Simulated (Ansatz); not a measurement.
# Phonons of Li2O

Method: r²SCAN, scalar-relativistic; no spin polarisation; PAW, 500 eV, Gaussian smearing of 0.05 eV; code Ansatz. The datasets are Ansatz's generated set soft_2.

```
Li O
1.0
     0.00000    2.28656    2.28656
     2.28656    0.00000    2.28656
     2.28656    2.28656    0.00000
Li O
2 1
Cartesian
  1.1433 1.1433 1.1433
  3.4298 3.4298 3.4298
  0.0000 0.0000 0.0000
```

The chain of runs began from a cell as deposited in COD, expanded in volume.

Force constants come from finite displacements in a 2×2×2 supercell (the unit cell's 8×8×8 k-mesh, folded to it); the long-range dipole term is included. Points in reciprocal vectors of this cell: Γ = (0.000, 0.000, 0.000), X = (0.500, 0.000, 0.500), U = (0.625, 0.250, 0.625), K = (0.375, 0.375, 0.750), L = (0.500, 0.500, 0.500), W = (0.500, 0.250, 0.750).

Question: Is the structure dynamically stable along this path, and where does the spectrum end?

Answer: Yes: no branch is imaginary beyond numerical noise. The highest frequency is 745 cm⁻¹, at X. Points that don't fit the supercell are interpolated.

Frequencies at the named points (cm⁻¹, imaginary ones negative):
```
point                             ω (cm⁻¹)
    Γ        0 0 0 459 459 546 546 546 734
    X  247 290 290 378 378 482 601 601 745
    U  254 335 362 364 412 449 575 606 705
    K  254 335 362 364 412 449 575 606 705
    L  287 287 420 466 466 486 486 585 586
    W  247 287 383 425 425 476 476 665 681
```

Question: What does the harmonic approximation give for the vibrational free energy, entropy and heat capacity?

Answer: Zero-point energy 82.7 meV/atom.
| T (K) | F_vib (meV/atom) | S (J/K per mole of atoms) | C_V (J/K per mole of atoms) |
| --- | --- | --- | --- |
| 100 | 82.5 | 1.0 | 3.2 |
| 200 | 79.0 | 6.0 | 11.8 |
| 300 | 69.7 | 11.9 | 17.2 |
| 400 | 54.5 | 17.3 | 20.0 |
| 500 | 34.0 | 22.0 | 21.6 |
| 600 | 9.1 | 26.0 | 22.5 |
| 700 | -19.7 | 29.5 | 23.1 |
| 800 | -51.9 | 32.6 | 23.5 |
| 900 | -87.3 | 35.4 | 23.8 |
| 1000 | -125.3 | 38.0 | 24.0 |

The highest mode, 745 cm⁻¹, is worth 1070 K. At 300 K the heat capacity has reached 69 % of the classical limit 3R = 24.9 J/K per mole of atoms, since the stiffer modes are still partly frozen out.

Cost: 5.1 min on 4 threads of Intel(R) Xeon(R) Processor @ 2.50GHz (Skylake/Cascade Lake), with other jobs on the host, peak memory 6.9 GiB.

